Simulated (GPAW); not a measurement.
Crystal: Al.

```xyz
2
Lattice="2.8125 0.0000 0.0000 -1.4062 2.4357 0.0000 0.0000 0.0000 4.8669" Properties=species:S:1:pos:R:3 pbc="T T T"
Al    0.0000    1.6238    1.2167
Al    1.4062    0.8119    3.6501
```

This isn't the form of Al at room conditions, which is fcc.

- Program: GPAW 26.7.0
- Task: relaxation of cell and atoms
- Functional: PBEsol
- Dispersion: D4
- Potentials or basis: PAW data sets generated in the run's folder for this functional
- Cutoff: 600 eV
- Basis: pw
- k mesh: 11 × 11 × 6
- Occupations: fermi-dirac, width 0.05 eV
- Spin: no spin polarisation

At the start: pressure -3.0 GPa; volume 16.67 Å³/atom.

Q: Where does the relaxation end?

A: Over 6 steps the energy falls by 16.9 meV/atom and the volume is 15.95 Å³/atom (-4.3 %); space group P6_3/mmc (No. 194, to 0.05 Å).

The path:
```
step  energy change (eV)  largest force (eV/Å)  pressure (GPa)  volume (Å³)
   1              0.0000                0.0000           -3.00        33.34
   2             -0.0060                0.0000           -2.56        33.12
   3             -0.0289                0.0000            1.03        31.60
   4             -0.0305                0.0000            1.25        31.51
   5             -0.0332                0.0000            0.75        31.68
   6             -0.0338                0.0000            0.12        31.91
```

Final structure:
```cif
data_structure
_symmetry_space_group_name_H-M 'P 1'
_symmetry_Int_Tables_number 1
_cell_length_a 2.8144
_cell_length_b 2.8144
_cell_length_c 4.6513
_cell_angle_alpha 90.000
_cell_angle_beta 90.000
_cell_angle_gamma 120.000
_cell_volume 31.91
loop_
_atom_site_label
_atom_site_type_symbol
_atom_site_fract_x
_atom_site_fract_y
_atom_site_fract_z
_atom_site_occupancy
Al1 Al 0.33333 0.66667 0.25000 1
Al2 Al 0.66667 0.33333 0.75000 1
```

Caveat: later steps reuse the first step's grids; pairwise dispersion overbinds metals, which lowers pressure and volume.
